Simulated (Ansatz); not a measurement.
NiO in Ansatz: the effect of functional

NiO:

```
Ni O
1.0
     0.00000    2.09131    2.09131
     2.09131    0.00000    2.09131
     2.09131    2.09131    0.00000
Ni O
1 1
Direct
  0.00000 0.00000 0.00000
  0.50000 0.50000 0.50000
```

Alike in all runs:

- Program: Ansatz 0.2.0
- Task: projected density of states
- Potentials or basis: Ansatz PAW
- k mesh: 6 × 6 × 6
- Occupations: fermi-dirac, width 0.05 eV
- Spin: collinear spin, ferromagnetic start
- Starting moments: [1.0, 0.0] μB

| functional | cutoff | pressure (GPa) | moment (μB) |
| --- | --- | --- | --- |
| LDA | 420 eV (not typed: the program's choice for these potentials) | -21.7 | 0.00 |
| PBE | 420 eV (not typed: the program's choice for these potentials) | 4.0 | 1.74 |
| PBEsol | 420 eV (not typed: the program's choice for these potentials) | -6.4 | 1.70 |
| RPBE | 420 eV (not typed: the program's choice for these potentials) | ? | ? |
| revPBE | 420 eV (not typed: the program's choice for these potentials) | 8.9 | 1.77 |
| BLYP | 420 eV (not typed: the program's choice for these potentials) | 12.3 | 1.73 |
| r2SCAN | 500 eV (not typed: the program's choice for these potentials) | 0.9 | 2.00 |
| r2SCAN0 | 500 eV (not typed: the program's choice for these potentials) | -1.6 | 2.00 |

What does the run with functional RPBE give?

Pressure 10.8 GPa; moment 1.78 μB.

Caveats: all runs use coarse meshes; the density of states is complete only up to the lowest level of the last band computed; the PAW data sets come from PBE, with cores solved anew for the run's functional, which leaves a small shift of forces and pressure (some runs); a cell with one magnetic atom can't hold antiferromagnetic order, which such compounds often take (some runs); semilocal functionals often make such compounds metallic where correlation or magnetic order opens a gap, which also shifts bond lengths (some runs); the magnetic or orbital state may not be the lowest (some runs); the starting moments weren't kept (some runs); the thresholds are loose for stress (some runs).
